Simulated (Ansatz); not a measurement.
CO2:

```
O C
1.0
     2.63591   -2.38738    0.00000
     2.63591    2.38738    0.00000
     0.00000    0.00000    6.58717
O C
4 2
Direct
  0.30651 0.69349 0.60816
  0.69349 0.30651 0.39184
  0.19349 0.80651 0.10816
  0.80651 0.19349 0.89184
  0.50000 0.50000 0.50000
  0.00000 0.00000 0.00000
```

The cell comes from a database or a generator and needn't be the stable form of this composition.

| Item | Value |
| --- | --- |
| Program | Ansatz 0.2.0 |
| Task | single point |
| Functional | PBE |
| Potentials or basis | Ansatz PAW |
| Cutoff | 420 eV (not typed: the program's choice for these potentials) |
| k mesh | 8 × 8 × 4 |
| Occupations | fermi-dirac, width 0.05 eV |
| Spin | no spin polarisation |

On this cell: pressure 2.7 GPa; largest force 0.144 eV/Å; band gap on the k mesh 6.64 eV, indirect (least direct gap 7.19 eV).

The same run follows on a disturbed copy (atoms moved at random, drawn with an rms of 0.05 Å):

```xyz
6
Lattice="2.6359 -2.3874 0.0000 2.6359 2.3874 0.0000 0.0000 0.0000 6.5872" Properties=species:S:1:pos:R:3 pbc="T T T"
O     2.7337    0.8908    3.9779
O     2.6197   -0.8937    2.5472
O     2.6230    1.4719    0.7435
O     2.5972   -1.4828    5.8514
C     2.6076    0.0146    3.2821
C     0.0505   -0.0192   -0.0101
```

Problem. What changes?

Solution. The energy moves by +29.7 meV/atom; pressure 4.9 GPa; largest force 4.725 eV/Å; band gap on the k mesh 6.22 eV, indirect (least direct gap 6.73 eV).

Forces on the atoms (eV/Å):
```
O   -0.047  3.672  2.973
O   -0.406 -0.341 -0.169
O    0.468  0.278 -0.444
O    0.556 -0.705  0.414
C    0.449 -3.352 -2.776
C   -1.021  0.448  0.001
```

Stress tensor (GPa, compression positive):
```
2.08 1.03 0.55
1.03 7.28 6.75
0.55 6.75 5.21
```

A k mesh can miss the band edges.
